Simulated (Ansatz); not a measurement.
**How far is PAW off for LiBr?**

```yaml
crystal:
  lattice:
    - [0.00000, 2.74450, 2.74450]
    - [2.74450, 0.00000, 2.74450]
    - [2.74450, 2.74450, 0.00000]
  atoms:
    - { symbol: Li, position: [0.00000, 0.00000, 0.00000] }
    - { symbol: Br, position: [0.50000, 0.50000, 0.50000] }
```

Atoms are numbered in the order listed.

The cell is COD entry 1011363, as deposited and not checked against the literature; nothing was relaxed. It is an old determination, and later ones may differ.

Levels of theory: DFT, PBE, PAW with Ansatz's default frozen-core files, scalar-relativistic (Ansatz 0.2.0); DFT, PBE, all-electron PAW with datasets made for the crystal, scalar-relativistic (Ansatz 0.2.0); DFT, PBE, all-electron LAPW, scalar-relativistic (Ansatz 0.2.0).

For PAW: a Γ-centred 8×8×8 k mesh, Fermi–Dirac smearing of 0.03 eV, cutoff 420 eV, no spin polarisation. The crystal-made all-electron datasets (AE datasets) take a cutoff of 180 eV at this cell. LAPW targets a basis error of 0.5 meV/atom. The Ansatz runs share mesh, smearing and spin set-up. Plane-wave (PAW) pressures include the program's estimate of the Pulay term.

Stress and pressure are positive in compression.

Levels count from the top of the valence band.

| quantity | PAW | AE datasets | LAPW |
| --- | --- | --- | --- |
| pressure (GPa) | 0.32 | 0.31 | 0.32 |
| band gap (eV) | 4.962 | 4.961 | 4.961 |
| highest filled level at X (eV) | -1.154 | -1.153 | -1.153 |
| lowest empty level at X (eV) | 6.246 | 6.246 | 6.247 |
| highest filled level at K (eV) | -0.872 | -0.871 | -0.871 |
| lowest empty level at K (eV) | 6.642 | 6.644 | 6.644 |
| highest filled level at Γ (eV) | -0.005 | -0.005 | -0.005 |
| lowest empty level at Γ (eV) | 4.962 | 4.961 | 4.961 |

PAW's pressure differs from the LAPW value by about 0.01 GPa or less.
